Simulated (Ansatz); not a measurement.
# HgTe: how the settings move a calculation

How sensitive is a calculation of HgTe to its settings? A reference run comes first, then two runs with altered input.

Method: reference: DFT, PBE, plane-wave PAW, default files, scalar-relativistic, in Ansatz 0.2.0.

## Step 1: The structure to begin with

It takes space group Fm-3m (No. 225, cubic). Conventional cell: a = 6.360 Å, b = 6.360 Å, c = 6.360 Å, α = 90.00°, β = 90.00°, γ = 90.00°. Hg (site symmetry m-3m) has 6 Te at 3.18 Å as nearest neighbours. Te (site symmetry m-3m) has 6 Hg at 3.18 Å as nearest neighbours.

As a file:

```
CELL_PARAMETERS angstrom
0.00000 3.18000 3.18000
3.18000 0.00000 3.18000
3.18000 3.18000 0.00000
ATOMIC_POSITIONS crystal
Hg 0.00000 0.00000 0.00000
Te 0.50000 0.50000 0.50000
```

## Step 2: The reference run

File input.yaml:

```yaml
crystal:
  lattice:
    - [0.0, 3.18, 3.18]
    - [3.18, 0.0, 3.18]
    - [3.18, 3.18, 0.0]
  atoms:
    - { symbol: Hg, position: [0.0, 0.0, 0.0] }
    - { symbol: Te, position: [0.5, 0.5, 0.5] }
kpoints:
  mp_grid: { grid: [8, 8, 8] }
scf:
  occupations: { method: fermi_dirac, width: 0.02 }
hamiltonian:
  xc: pbe
  pseudopotentials: { kind: paw }
output:
  forces: true
  stress: true
  populations: true
  efg: { quadrupole_moments_barn: { Hg: 0.387 }, contact_densities: true }
relax:
  f_tol: 0.02
  max_steps: 60
```

Run with:

```bash
> ansatz run input.yaml --threads 1 --pin off --max-ram 3072MiB --backend cpu --events-out ev --progress --plain --runs-dir out
```

## Step 3: Variant: n_extra_bands 2, ecutwfc 58.8 Ry

Changes to input.yaml since step 2:

```diff
@@ -11,3 +11,4 @@
 scf:
-  occupations: { method: fermi_dirac, width: 0.02 }
+  occupations: { method: fermi_dirac, width: 0.05 }
+  n_extra_bands: 2
 hamiltonian:
@@ -20,4 +21,3 @@
   efg: { quadrupole_moments_barn: { Hg: 0.387 }, contact_densities: true }
-relax:
-  f_tol: 0.02
-  max_steps: 60
+basis:
+  ecutwfc: "58.8 Ry"
```

## Step 4: Changed: dr2_threshold 1.0e-09, lower_state_search off

Changes to input.yaml since step 2:

```diff
@@ -11,3 +11,5 @@
 scf:
-  occupations: { method: fermi_dirac, width: 0.02 }
+  occupations: { method: fermi_dirac, width: 0.05 }
+  convergence: { dr2_threshold: 1.0e-09 }
+  lower_state_search: "off"
 hamiltonian:
@@ -20,4 +22 @@
   efg: { quadrupole_moments_barn: { Hg: 0.387 }, contact_densities: true }
-relax:
-  f_tol: 0.02
-  max_steps: 60
```

What does the calculation give? Wanted: for each run, ending; energy change; pressure; gap; force.

As calculated:

```
                                             run     ending  energy change  pressure (GPa)  gap (eV)  force (eV/Å)  cycles   time
                                       reference  converged              0            -3.6      0.00          0.00       6  4.5 s
             1: n_extra_bands 2, ecutwfc 58.8 Ry  converged  -5.2 meV/atom            -3.6      0.00          0.00       6  6.6 s
2: dr2_threshold 1.0e-09, lower_state_search off  converged  -3.7 meV/atom            -3.6      0.00          0.00       7  4.4 s
```

**Reading.** Of the converged runs whose energies compare with the reference's, «n_extra_bands 2, ecutwfc 58.8 Ry» moves the energy most (-5.2 meV/atom) and «dr2_threshold 1.0e-09, lower_state_search off» least (-3.7 meV/atom). Semilocal functionals close small gaps, so the missing gap need not be the real solid's. Symmetry fixes the atoms and the cell is held, so no setting can move this relaxation. 
